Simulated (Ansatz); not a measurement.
Crystal: ZrC.

```
CELL_PARAMETERS angstrom
0.00000 2.36500 2.36500
2.36500 0.00000 2.36500
2.36500 2.36500 0.00000
ATOMIC_POSITIONS crystal
Zr 0.50000 0.50000 0.50000
C 0.00000 0.00000 0.00000
```

Base run:

```yaml
Program: Ansatz 0.2.0
Functional: PBEsol
Potentials_or_basis: all-electron LAPW, scalar-relativistic
Cutoff: 254 eV (chosen from the basis error)
Basis_error_allowed: 0.001 eV/atom
k_mesh: 10 × 10 × 10
Occupations: fermi-dirac, width 0.05 eV
Spin: no spin polarisation
```

Its results: band gap on the k mesh none (metal or under the smearing width); pressure -8.4 GPa.

Question: The run is repeated on the same cell with these changes: hubbard terms from none to Zr d U = 2 eV. What comes out?

Answer: Band gap on the k mesh none (metal or under the smearing width); pressure -5.7 GPa.

Caveats: U is the effective U less J, on atomic orbitals that reach past the spheres (some runs); U without spin polarisation on a metal has little footing (some runs); the U is typed as a test and isn't derived for this compound (some runs).
